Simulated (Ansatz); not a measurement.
Re:

```
Re
1.0
     2.76080    0.00000    0.00000
    -1.38040    2.39092    0.00000
     0.00000    0.00000    4.45820
Re
2
Direct
  0.66667 0.33333 0.75000
  0.33333 0.66667 0.25000
```

Base run:

| Quantity | Value |
| --- | --- |
| Program | Ansatz 0.2.0 |
| Functional | BLYP |
| Potentials or basis | Ansatz PAW |
| Cutoff | 420 eV (not typed: the program's choice for these potentials) |
| k mesh | 11 × 11 × 6 |
| Occupations | fermi-dirac, width 0.05 eV |
| Spin | no spin polarisation |

Its results: band gap on the k mesh none (metal or under the smearing width); pressure 19.6 GPa.

Question: After a change of settings the same cell gave: band gap on the k mesh none (metal or under the smearing width); pressure -0.4 GPa. Which change was it?
A. functional from BLYP to r2SCAN; cutoff from 420 eV (not typed: the program's choice for these potentials) to 500 eV (not typed: the program's choice for these potentials)
B. functional from BLYP to PBEsol
C. functional from BLYP to RPBE
D. functional from BLYP to revPBE

Answer: A.

Caveats: spin-orbit coupling is left out, which moves the levels of the heavy elements; the PAW data sets come from PBE, with cores solved anew for the run's functional, which leaves a small shift of forces and pressure; so large a pressure means that the cell lies far from this level's equilibrium, or that cutoff or potentials fall short (some runs).

Runs at the PBE level aren't shown here.
